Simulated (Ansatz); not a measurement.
# ZnSe: how the settings move a single-point run

Question: which choices in the input matter for ZnSe? The cell is built on a prototype (NiAs type) and needn't be the phase found in nature.

Computed with Ansatz 0.2.0 (reference: DFT, r2SCAN, plane waves, PAW, unless a step's input says otherwise).

1 further run of the same task is left out (for a known fault of the program).

### Step 1. The starting structure

The structure is hexagonal, space group P6_3/mmc (No. 194). Conventional cell: a = 3.780 Å, b = 3.780 Å, c = 6.132 Å, α = 90.00°, β = 90.00°, γ = 120.00°. Zn (site symmetry -3m) is surrounded by 6 Se at 2.67 Å and 2 Zn at 3.07 Å. Se (site symmetry -6m2) is surrounded by 6 Zn at 2.67 Å.

Coordinates:

```xyz
4
Lattice="3.7797 0.0000 0.0000 -1.8898 3.2733 0.0000 0.0000 0.0000 6.1319" Properties=species:S:1:pos:R:3 pbc="T T T"
Zn    0.0000    0.0000    0.0000
Zn    0.0000    0.0000    3.0659
Se    0.0000    2.1822    1.5330
Se    1.8898    1.0911    4.5989
```

### Step 2. Baseline

The input, input.yaml:

```yaml
crystal:
  lattice:
    - [3.7796697599, 0.0, 0.0]
    - [-1.8898348799, 3.27329003, 0.0]
    - [0.0, 0.0, 6.1318974016]
  atoms:
    - { symbol: Zn, position: [0.0, 0.0, 0.0] }
    - { symbol: Zn, position: [0.0, 0.0, 0.5] }
    - { symbol: Se, position: [0.3333333333, 0.6666666667, 0.25] }
    - { symbol: Se, position: [0.6666666667, 0.3333333333, 0.75] }
kpoints:
  mp_grid: { grid: [6, 6, 4] }
hamiltonian:
  xc: r2scan
scf:
  occupations: { method: fermi_dirac, width: 0.02 }
  n_extra_bands: 5
output:
  forces: true
  stress: true
  eigenvalues: true
```

On the command line:

```
> ansatz run input.yaml --threads 4 --pin off --max-ram 3686MiB --backend cpu --events-out ev --progress --plain --runs-dir out
```

### Step 3. Changing settings: mixing.ndim 30

input.yaml: that of step 2 with these lines changed.

```diff
@@ -17,2 +17,4 @@
   n_extra_bands: 5
+  mixing: { ndim: 30 }
+  max_iter: 79
 output:
```

What does the calculation give? Wanted: for each run, ending; energy change; pressure; gap; force.

The runs gave:

| run | ending | energy change | pressure (GPa) | gap (eV) | force (eV/Å) | cycles | time |
| --- | --- | --- | --- | --- | --- | --- | --- |
| reference | converged | 0 | 0.0 | 0.00 | 0.00 | 7 | 4.5 s |
| 1: mixing.ndim 30 | converged | 0.0 meV/atom | 0.0 | 0.00 | 0.00 | 7 | 4.5 s |

Residual by cycle in the longest SCF loop of each run; runs are numbered as in the table. The quantity is the density residual dr2, in eV.

| cycle | reference | run 1 |
| --- | --- | --- |
| 1 | 0.117 | 0.117 |
| 2 | 0.14 | 0.14 |
| 3 | 0.00116 | 0.00116 |
| 4 | 4.9e-5 | 4.9e-5 |
| 5 | 4.2e-6 | 4.2e-6 |
| 6 | 4.8e-7 | 4.8e-7 |
| 7 | 5.0e-9 | 5.0e-9 |

**Reading.** Energy and cycle count are those of the reference, so the change (mixing) left the result and the number of cycles as they were. Semilocal functionals close small gaps, so the missing gap need not be the real solid's.
